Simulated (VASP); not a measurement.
# C (P6_3/mmc) in VASP: settings compared

Aim: see how the results for C move with the level of theory and the settings. Levels: optB88-vdW, optB86b-vdW, rev-vdW-DF2, SCAN, SCAN+rVV10. Tasks: single point.

All numbers are computed with VASP 6.6.1; they aren't measurements. Logs are shortened: lines on timing, memory, paths and dates and some standing lists are left out, and cuts for length are marked.

**1. The structure**

It takes space group P6_3/mmc (No. 194, hexagonal). The conventional cell has a = 2.461 Å, b = 2.461 Å, c = 7.379 Å, α = 90.00°, β = 90.00°, γ = 120.00°. Around C (site symmetry -6m2) lie 3 C at 1.42 Å. C (site symmetry -6m2) has 3 C at 1.42 Å as nearest neighbours.

The cell was built by a generator and needn't be a form met in nature.

**2. Single point, optB88-vdW**

Contents of INCAR:

```
PREC = Accurate ; ENCUT = 520
EDIFF = 1E-7 ; ISMEAR = -1
SIGMA = 0.05 ; LREAL = False
LASPH = True ; NELM = 80
ALGO = Fast ; ISIF = 2
LWAVE = False ; LCHARG = False
GGA = BO ; LUSE_VDW = True
AGGAC = 0.0 ; PARAM1 = 0.1833333333
PARAM2 = 0.22
```

Contents of KPOINTS:

```
regular mesh
0
Gamma
  16 16 4
```

Contents of POSCAR:

```
C
1.0
    2.4610000000      0.0000000000      0.0000000000
   -1.2305000000      2.1312885187      0.0000000000
    0.0000000000      0.0000000000      7.3788000000
C
4
Direct
    0.0000000000      0.0000000000      0.2500000000
    0.3333333333      0.6666666667      0.2500000000
    0.0000000000      0.0000000000      0.7500000000
    0.6666666667      0.3333333333      0.7500000000
```

Potentials or basis: VASP PAW PBE potentials, release 64 (C).

Command:

```
$ cat potpaw_PBE.64/C/POTCAR > POTCAR
$ mpirun -np 1 vasp_std > vasp.out
```

OUTCAR:

```text
PREC = Accurate
   ENCUT = 520
   EDIFF = 1E-7
   ISMEAR = -1
   LREAL = False
   LASPH = True
   NELM = 80
   ISIF = 2
   GGA = BO

 ion  position               nearest neighbor table
   1  0.000  0.000  0.250-   2 1.42   2 1.42   2 1.42
   2  0.333  0.667  0.250-   1 1.42   1 1.42   1 1.42
   3  0.000  0.000  0.750-   4 1.42   4 1.42   4 1.42
   4  0.667  0.333  0.750-   3 1.42   3 1.42   3 1.42

  LATTYP: Found a hexagonal cell.
 ALAT       =     2.4610000000
 C/A-ratio  =     2.9982933767

  Lattice vectors:

 A1 = (   2.4610000000,   0.0000000000,   0.0000000000)
 A2 = (  -1.2305000000,   2.1312885187,   0.0000000000)
 A3 = (   0.0000000000,   0.0000000000,   7.3788000000)

Analysis of symmetry for initial positions (statically):
=====================================================================
 Subroutine PRICEL returns:
 Original cell was already a primitive cell.

 Routine SETGRP: Setting up the symmetry group for a
 hexagonal supercell.

 Subroutine GETGRP returns: Found 24 space group operations
 (whereof 12 operations were pure point group operations)
 out of a pool of 24 trial point group operations.

The static configuration has the point symmetry D_3d.
 The point group associated with its full space group is D_6h.

Analysis of symmetry for dynamics (positions and initial velocities):
=====================================================================
 Subroutine PRICEL returns:
 Original cell was already a primitive cell.

 Routine SETGRP: Setting up the symmetry group for a
 hexagonal supercell.

 Subroutine GETGRP returns: Found 24 space group operations
 (whereof 12 operations were pure point group operations)
 out of a pool of 24 trial point group operations.

The dynamic configuration has the point symmetry D_3d.
 The point group associated with its full space group is D_6h.

 Subroutine INISYM returns: Found 24 space group operations
 (whereof 12 operations are pure point group operations),
 and found     1 'primitive' translations

----------------------------------------------------------------------------------------

                                     Primitive cell

  volume of cell :      38.7026

  direct lattice vectors                    reciprocal lattice vectors
     2.461000000  0.000000000  0.000000000     0.406338887  0.234599866  0.000000000
    -1.230500000  2.131288519  0.000000000     0.000000000  0.469199731  0.000000000
     0.000000000  0.000000000  7.378800000     0.000000000  0.000000000  0.135523391

  length of vectors
[... 97 lines left out ...]
   NELECT =      16.0000    total number of electrons
   NUPDOWN=      -1.0000    fix difference up-down
   EMIN   =  10.00;   EMAX   =-10.00  energy-range for DOS
   EFERMI =   0.00;   METHOD = LEGACY
   ISMEAR =    -1;   SIGMA  =   0.05  broadening in eV -4-tet -1-fermi 0-gaus
   EFERMI_NEDOS =   21; number of points for ismear=-14 and -15
   IALGO  =     68    algorithm
   IMIX   =      4    mixing-type and parameters
     AMIX     =   0.40;   BMIX     =  1.00
     AMIX_MAG =   1.60;   BMIX_MAG =  1.00
  volume/ion in A,a.u.               =       9.68        65.29
  Fermi-wavevector in a.u.,A,eV,Ry     =   1.219556  2.304626 20.236163  1.487316
  Thomas-Fermi vector in A             =   2.354804
   LORBIT       =      0    0 simple, 1 ext, 2 COOP (PROOUT), +10 PAW based schemes
   GGA     = BO    functional components
   LHFCALC =     F    Hartree Fock is set to
   AEXX    =    0.0000 exact exchange contribution
   IVDW_NL    =     1    kernel type
   BPARAM     = 6.3000
   IVDW    =     0    specifies the selected vdW correction
   LEPSILON=     F    determine dielectric tensor
   LRPA    =     F    only Hartree local field effects (RPA)
 non-spin polarized calculation
 RMM-DIIS sequential band-by-band and
  energy-cutoff  :      520.00
  volume of cell :       38.70
 maximum number of plane-waves:      1066
   NGX =  9   NGY =  9   NGZ = 27

 number of electron      15.9999993 magnetization

 Free energy of the ion-electron system (eV)
  ---------------------------------------------------
  ext. energy  EPLUGINS =         0.00000000
  ---------------------------------------------------
  free energy    TOTEN  =       -32.08447900 eV

  energy without entropy =      -32.08447334  energy(sigma->0) =      -32.08447617

 E-fermi :   3.8007     XC(G=0):  -9.9269

 val. band max:        3.4006826772   @ k =   0.3125   0.3125   0.0000
 cond. band min:       4.2113269002   @ k =   0.3125   0.3125   0.0000
 fundamental gap:      0.8106442230
 Fermi energy:         3.8007408176

 k-point     1 :       0.0000    0.0000    0.0000
  band No.  band energies     occupation
      1     -15.7787      2.00000
      2     -15.6351      2.00000
      3      -4.4622      2.00000
      4      -3.2287      2.00000
      5       0.6269      2.00000
      6       0.6269      2.00000
      7       0.6333      2.00000
      8       0.6333      2.00000
      9       7.0580      0.00000
     10      12.1576      0.00000
     11      12.1623      0.00000
     12      12.1790      0.00000
[... 331 lines left out ...]
 k-point    24 :       0.2500    0.1875    0.0000
  band No.  band energies     occupation
      1     -12.4344      2.00000
      2     -12.3236      2.00000
      3      -5.9912      2.00000
      4      -5.9497      2.00000
      5      -4.1515      2.00000
      6      -4.1221      2.00000
      7      -0.4818      2.00000
      8       0.5021      2.00000
      9       7.6400      0.00000
     10       7.9860      0.00000
     11      11.3671      0.00000
     12      14.4376      0.00000

 [... further k-points ...]
[... 5 lines left out ...]
  --------------------------------------------------------------------------------------
  -------------------------------------------------------------------------------------
  Total        0.6153505      0.6153505     -0.5455630      0.0000000      0.0000000      0.0000000
  in kB       25.4737882     25.4737882    -22.5847820      0.0000000      0.0000000      0.0000000
  external PRESSURE =       9.4542648 kB  Pullay stress =       0.0000000 kB

 VOLUME and BASIS-vectors are now :
 -----------------------------------------------------------------------------
  energy-cutoff  :      520.00
  volume of cell :       38.70
      direct lattice vectors                 reciprocal lattice vectors
     2.461000000  0.000000000  0.000000000     0.406338887  0.234599866  0.000000000
    -1.230500000  2.131288519  0.000000000     0.000000000  0.469199731  0.000000000
     0.000000000  0.000000000  7.378800000     0.000000000  0.000000000  0.135523391

 POSITION                                       TOTAL-FORCE (eV/Angst)
 -----------------------------------------------------------------------------------
      0.00000      0.00000      1.84470        -0.000000      0.000000      0.000000
     -0.00000      1.42086      1.84470         0.000000     -0.000000      0.000000
      0.00000      0.00000      5.53410         0.000000      0.000000      0.000000
      1.23050      0.71043      5.53410        -0.000000      0.000000     -0.000000
 -----------------------------------------------------------------------------------
    total drift:                                0.000000     -0.000000      0.000000

  FREE ENERGIE OF THE ION-ELECTRON SYSTEM (eV)
  ---------------------------------------------------
  free  energy   TOTEN  =       -32.0844789959 eV

  energy  without entropy=      -32.0844733430  energy(sigma->0) =      -32.08447617

Total vdW correction in eV:      2.3291715
```

OSZICAR:

```text
N       E                     dE             d eps       ncg     rms          rms(c)
DAV:   1     0.577804909319E+02    0.57780E+02   -0.83059E+03  2176   0.122E+03
DAV:   2    -0.304278808386E+02   -0.88208E+02   -0.80216E+02  3024   0.232E+02
DAV:   3    -0.345980528563E+02   -0.41702E+01   -0.41392E+01  2704   0.516E+01
[... 13 lines left out ...]
RMM:  17    -0.320844786012E+02    0.28878E-06   -0.17540E-06  2694   0.118E-02    0.141E-03
RMM:  18    -0.320844789879E+02   -0.38675E-06   -0.58152E-07  2304   0.608E-03    0.544E-04
RMM:  19    -0.320844791811E+02   -0.19311E-06   -0.10184E-07  1782   0.270E-03    0.108E-03
RMM:  20    -0.320844790296E+02    0.15147E-06   -0.41563E-08  1725   0.164E-03    0.208E-04
RMM:  21    -0.320844789959E+02    0.33711E-07   -0.18248E-08  1694   0.118E-03
   1 F= -.32084479E+02 E0= -.32084476E+02  d E =-.565286E-05
```

It took 65 s on 1 thread of Intel Xeon Platinum 8488C (Sapphire Rapids), shared host; peak memory 0.3 GiB.

What came out:

```yaml
Free_energy: -32.0845 eV
Pressure: 0.9 GPa
Band_gap_on_the_k_mesh: 0.81 eV, direct
```

Caveat: the PAW data sets were made with another functional, which shifts forces and pressure a little.

**3. Single point, optB86b-vdW**

Contents of INCAR:

```
PREC = Accurate ; ENCUT = 520
EDIFF = 1E-7 ; ISMEAR = -1
SIGMA = 0.05 ; LREAL = False
LASPH = True ; NELM = 80
ALGO = Fast ; ISIF = 2
LWAVE = False ; LCHARG = False
GGA = MK ; LUSE_VDW = True
AGGAC = 0.0 ; PARAM1 = 0.1234
PARAM2 = 1.0
```

KPOINTS is that of step 2.

POSCAR is that of step 2.

Potentials or basis: VASP PAW PBE potentials, release 64 (C).

Command:

```
$ cat potpaw_PBE.64/C/POTCAR > POTCAR
$ mpirun -np 1 vasp_std > vasp.out
```

It took 1.8 min on 1 thread of Intel Xeon Platinum 8488C (Sapphire Rapids), shared host; peak memory 0.3 GiB.

Results (log left out):

```yaml
Free_energy: -32.5116 eV
Pressure: 1.3 GPa
Band_gap_on_the_k_mesh: 0.82 eV, direct
```

Stress tensor (GPa, compression positive):
```
 3.15  0.00  0.00
 0.00  3.15  0.00
 0.00  0.00 -2.25
```

Levels at points of the mesh, in eV from the valence-band top:
```tsv
k point	band 4	band 5	band 6	band 7	band 8	band 9	band 10	band 11	band 12
(0.00, 0.00, 0.00)	-6.65	-2.70	-2.70	-2.69	-2.69	3.72	8.74	8.75	8.77
(0.50, 0.00, 0.00)	-12.84	-6.08	-6.05	-2.23	-1.82	1.86	2.34	7.78	7.97
(0.00, 0.00, 0.50)	-7.31	-2.69	-2.69	-2.69	-2.69	5.72	5.72	8.76	8.76
(0.50, 0.00, 0.50)	-12.86	-6.07	-6.07	-2.00	-2.00	2.01	2.01	7.87	7.87
```

Caveat: the PAW data sets were made with another functional, which shifts forces and pressure a little.

**4. Single point, rev-vdW-DF2**

INCAR, as its differences from that of step 3:

```diff
@@ -8,2 +8,2 @@
 AGGAC = 0.0 ; PARAM1 = 0.1234
-PARAM2 = 1.0
+PARAM2 = 0.711357 ; ZAB_VDW = -1.8867
```

KPOINTS is that of step 3.

POSCAR is that of step 3.

Command:

```
$ cat potpaw_PBE.64/C/POTCAR > POTCAR
$ mpirun -np 1 vasp_std > vasp.out
```

Run time: 2 min. Hardware: 1 thread of Intel Xeon Platinum 8488C (Sapphire Rapids), shared host; peak memory 0.3 GiB.

It converged, with:

| Quantity | Value |
| --- | --- |
| Free energy | -33.1256 eV |
| Pressure | 0.8 GPa |
| Band gap on the k mesh | 0.81 eV, direct |

Stress tensor (GPa, compression positive):
```
 2.34  0.00  0.00
 0.00  2.34  0.00
 0.00  0.00 -2.20
```

Levels at points of the mesh, in eV from the valence-band top:
```csv
k point,band 4,band 5,band 6,band 7,band 8,band 9,band 10,band 11,band 12
"(0.00, 0.00, 0.00)",-6.65,-2.72,-2.72,-2.71,-2.71,3.56,8.74,8.74,8.76
"(0.50, 0.00, 0.00)",-12.83,-6.09,-6.07,-2.23,-1.82,1.84,2.33,7.78,7.98
"(0.00, 0.00, 0.50)",-7.32,-2.71,-2.71,-2.71,-2.71,5.57,5.57,8.75,8.75
"(0.50, 0.00, 0.50)",-12.86,-6.08,-6.08,-2.01,-2.01,2.00,2.00,7.88,7.88
```

Caveat: the PAW data sets were made with another functional, which shifts forces and pressure a little.

**5. Single point, SCAN**

Contents of INCAR:

```
PREC = Accurate ; ENCUT = 520
EDIFF = 1E-7 ; ISMEAR = -1
SIGMA = 0.05 ; LREAL = False
LASPH = True ; NELM = 80
ALGO = Normal ; ISIF = 2
LWAVE = False ; LCHARG = False
METAGGA = SCAN ; LMIXTAU = True
```

KPOINTS is that of step 4.

POSCAR is that of step 4.

Command:

```
$ cat potpaw_PBE.64/C/POTCAR > POTCAR
$ mpirun -np 1 vasp_std > vasp.out
```

Wall time 2.8 min (1 thread of Intel Xeon Platinum 8488C (Sapphire Rapids), shared host); peak memory 0.17 GiB.

Results (log left out):

- Free energy: -40.3714 eV
- Pressure: -2.7 GPa
- Band gap on the k mesh: 0.87 eV, direct

Stress tensor (GPa, compression positive):
```
-3.59  0.00  0.00
 0.00 -3.59  0.00
 0.00  0.00 -0.92
```

Levels at points of the mesh, in eV from the valence-band top:
```
           k point  band 5  band 6  band 7  band 8  band 9  band 10  band 11  band 12
(0.00, 0.00, 0.00)   -2.99   -2.99   -2.98   -2.98    3.91     9.05     9.26     9.27
(0.50, 0.00, 0.00)   -6.48   -6.46   -2.35   -1.93    1.98     2.48     8.08     8.28
(0.00, 0.00, 0.50)   -2.98   -2.98   -2.98   -2.98    5.98     5.98     9.28     9.28
(0.50, 0.00, 0.50)   -6.47   -6.47   -2.12   -2.12    2.14     2.14     8.18     8.18
```

Caveat: the PAW data sets were made with another functional, which shifts forces and pressure a little.

**6. Single point, SCAN+rVV10**

INCAR, as its differences from that of step 5:

```diff
@@ -7 +7,3 @@
 METAGGA = SCAN ; LMIXTAU = True
+LUSE_VDW = True ; IVDW_NL = 2
+BPARAM = 15.7 ; CPARAM = 0.0093
```

KPOINTS is that of step 5.

POSCAR is that of step 5.

Potentials or basis: VASP PAW PBE potentials, release 64 (C).

Command:

```
$ cat potpaw_PBE.64/C/POTCAR > POTCAR
$ mpirun -np 1 vasp_std > vasp.out
```

Run time: 4 min. Hardware: 1 thread of Intel Xeon Platinum 8488C (Sapphire Rapids), shared host; peak memory 0.25 GiB.

The run converged. Its results:

- Free energy: -40.1359 eV
- Pressure: -3.1 GPa
- Band gap on the k mesh: 0.87 eV, direct

Stress tensor (GPa, compression positive):
```
-3.62  0.00  0.00
 0.00 -3.62  0.00
 0.00  0.00 -1.98
```

Levels at points of the mesh, in eV from the valence-band top:
```
           k point  band 4  band 5  band 6  band 7  band 8  band 9  band 10  band 11  band 12
(0.00, 0.00, 0.00)   -7.03   -2.99   -2.99   -2.98   -2.98    3.80     8.94     9.26     9.26
(0.50, 0.00, 0.00)  -13.61   -6.49   -6.46   -2.35   -1.93    1.96     2.48     8.07     8.28
(0.00, 0.00, 0.50)   -7.71   -2.99   -2.99   -2.99   -2.99    5.88     5.88     9.27     9.27
(0.50, 0.00, 0.50)  -13.63   -6.48   -6.48   -2.12   -2.12    2.13     2.13     8.17     8.17
```

Caveat: the PAW data sets were made with another functional, which shifts forces and pressure a little.

**7. The runs side by side**

| level | further INCAR settings | gap on the mesh (eV) | pressure (GPa) |
| --- | --- | --- | --- |
| optB88-vdW | ALGO = Fast; EDIFF = 1e-07 | 0.81 | 0.9 |
| optB86b-vdW | ALGO = Fast; EDIFF = 1e-07 | 0.82 | 1.3 |
| rev-vdW-DF2 | ALGO = Fast; EDIFF = 1e-07 | 0.81 | 0.8 |
| SCAN | ALGO = Normal; EDIFF = 1e-07 | 0.87 | -2.7 |
| SCAN+rVV10 | ALGO = Normal; EDIFF = 1e-07 | 0.87 | -3.1 |

Alike in all rows: task single point; potentials or basis VASP PAW PBE potentials, release 64 (C); no spin polarisation; cell as given; k mesh 16 × 16 × 4; cutoff (eV) 520; smearing fermi-dirac 0.05 eV.

On the cell as given the gap runs from 0.81 eV (rev-vdW-DF2) to 0.87 eV (SCAN). The pressure there spans -3.1 GPa (SCAN+rVV10) to 1.3 GPa (optB86b-vdW); a positive pressure means that this level wants a larger cell, a negative one a smaller.

Caveats: the PAW data sets were made with another functional, which shifts forces and pressure a little.

Total energies depend on the potentials used, so only differences within one code and one set of settings carry meaning.
